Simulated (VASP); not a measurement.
Set up this calculation in VASP 6.6.1, as the native input.

| Quantity | Value |
| --- | --- |
| Task | electric field gradients |
| Functional | PBE |
| Potentials or basis | VASP PAW PBE potentials, release 64 (Be, Se) |
| Cutoff | 520 eV |
| k mesh | 3 × 3 × 3 |
| Occupations | gaussian, width 0.01 eV |
| Spin | no spin polarisation |
| Dipole correction | no |
| Further INCAR settings | LREAL = Auto; ALGO = Fast; EDIFF = 1e-08; NBANDS = 46 |

The structure of BeSe lies in POSCAR:

```
BeSe
1.0
    0.0000000000      5.0700000000      5.0700000000
    5.0700000000      0.0000000000      5.0700000000
    5.0700000000      5.0700000000      0.0000000000
Be Se
8 8
Direct
    0.0000000000      0.0000000000      0.0000000000
    0.0000000000      0.0000000000      0.5000000000
    0.0000000000      0.5000000000      0.0000000000
    0.0000000000      0.5000000000      0.5000000000
    0.5000000000      0.0000000000      0.0000000000
    0.5000000000      0.0000000000      0.5000000000
    0.5000000000      0.5000000000      0.0000000000
    0.5000000000      0.5000000000      0.5000000000
    0.1250000000      0.1250000000      0.1250000000
    0.1250000000      0.1250000000      0.6250000000
    0.1250000000      0.6250000000      0.1250000000
    0.1250000000      0.6250000000      0.6250000000
    0.6250000000      0.1250000000      0.1250000000
    0.6250000000      0.1250000000      0.6250000000
    0.6250000000      0.6250000000      0.1250000000
    0.6250000000      0.6250000000      0.6250000000
```

The cell comes from a database or a generator and needn't be the stable form of this composition.

One way to write it, as run:

INCAR

```
ALGO = Fast ; EDIFF = 1E-8
ENCUT = 520 ; GGA = PE
ISIF = 2 ; ISMEAR = 0
LASPH = True ; LCHARG = False
LEFG = True ; LREAL = Auto
LWAVE = False ; NBANDS = 46
NELM = 80 ; PREC = Accurate
SIGMA = 0.01
```

KPOINTS

```
k-points
0
Gamma
  3 3 3
```

Potentials or basis: VASP PAW PBE potentials, release 64 (Be, Se).

Run with:

```sh
$ cat potpaw_PBE.64/Be/POTCAR potpaw_PBE.64/Se/POTCAR > POTCAR
$ mpirun -np 1 vasp_std > vasp.out
```

Results of the run:

The pressure is 5.6 GPa and the band gap on the k mesh is 2.52 eV.

Run time: 75 s on 1 thread of Intel(R) Xeon(R) 6975P-C (Granite Rapids) (shared host), peak memory 0.38 GiB.
